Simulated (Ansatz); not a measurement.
**BaF2: the cell at several levels of theory**

One table from this session's results is given with a row withheld; the runs are named, their logs left out.

Program: Ansatz 0.2.0. PAW datasets, plane waves, zero pressure. (Simulation; spin polarisation is off.)

## The structure to begin with

The symmetry is Fm-3m (No. 225, cubic); conventional cell a = 6.200 Å, 19.86 Å³ an atom. Around Ba lie 8 F at 2.68 Å; around F lie 4 Ba at 2.68 Å.

Coordinates:

```xyz
3
Lattice="0.0000 3.1000 3.1000 3.1000 0.0000 3.1000 3.1000 3.1000 0.0000" Properties=species:S:1:pos:R:3 pbc="T T T"
Ba    0.0000    0.0000    0.0000
F     1.5500    1.5500    1.5500
F     4.6501    4.6501    4.6501
```

Set-up of the first run:

File input.yaml:

```yaml
crystal:
  lattice:
    - [0.0, 3.10005, 3.10005]
    - [3.10005, 0.0, 3.10005]
    - [3.10005, 3.10005, 0.0]
  atoms:
    - { symbol: Ba, position: [0.0, 0.0, 0.0] }
    - { symbol: F, position: [0.25, 0.25, 0.25] }
    - { symbol: F, position: [0.75, 0.75, 0.75] }
kpoints:
  mp_grid: { grid: [6, 6, 6] }
hamiltonian:
  xc: pbe
scf:
  occupations: { method: fermi_dirac, width: 0.02 }
relax:
  f_tol: 0.005
  cell: {}
```

Launch:

```sh
$ ansatz run input.yaml --threads 2 --pin off --max-ram 4608MiB --backend cpu --events-out ev --progress --plain --runs-dir out
```

Among the steps run: Relaxing with PBE; Relaxing with r2SCAN; Relaxation with PBEsol; Relaxing with LDA; Relaxing with HSE06.

One table of the session follows, with a row left open; its other results are not shown here.

It belongs to the step «The cells side by side». 

| level | a (Å) | volume (Å³/atom) |
| --- | --- | --- |
| PBE | 6.246 | 20.306 |
| r2SCAN | 6.194 | 19.806 |
| PBEsol | ? | ? |
| LDA | 6.045 | 18.406 |
| HSE06 | 6.207 | 19.925 |

Estimate the missing values for PBEsol.

As computed: a (Å): 6.138; volume (Å³/atom): 19.272. In the column «a (Å)» it lies between LDA (6.045) and r2SCAN (6.194).

The first relaxation changed the volume by +2.2 % from the start. The volume runs from LDA (least) to PBE (most), a spread of 10.3 %, or 3.3 % in length if all axes shared it alike. The meshes differ: PBE 6×6×6, r2SCAN 6×6×6, PBEsol 6×6×6, LDA 6×6×6, HSE06 4×4×4.
